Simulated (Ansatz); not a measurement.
## Is this BN structure a true minimum?

Computed with Ansatz, DFT r2SCAN, scalar-relativistic, plane waves, PAW. Cutoff 500 eV; k points 12×12×4 on the computed 4-atom cell (Γ-centred); Gaussian smearing, width 0.02 eV; no spin polarisation.

The cell below (4 atoms, P6_3/mmc (No. 194)) is relaxed within its symmetry. It is a trial structure, and others of BN can lie lower.

```
CELL_PARAMETERS angstrom
2.50093 0.00000 0.00000
-1.25047 2.16587 0.00000
0.00000 0.00000 6.87406
ATOMIC_POSITIONS crystal
B 0.33333 0.66667 0.25000
B 0.66667 0.33333 0.75000
N 0.33333 0.66667 0.75000
N 0.66667 0.33333 0.25000
```

For the test a repeat of it with 8 atoms was strained at random by about 1.5 %, the atoms were moved at random (σ = 0.15 Å), and all was relaxed without symmetry on a coarse k mesh with 0.1 eV smearing.

No dispersion correction is applied, so the spacing between layers, chains or molecules is poorly fixed, and with it the volume and density.

Q: Does it come back?

A: It returns to P6_3/mmc (No. 194), within 1 meV/atom of the start's energy. No instability shows in this cell, though one random start can't exclude a very soft mode.

Cost: 3 runs of about 2 core-minutes in all, on Intel Xeon 6975P-C (Granite Rapids) (shared hosts).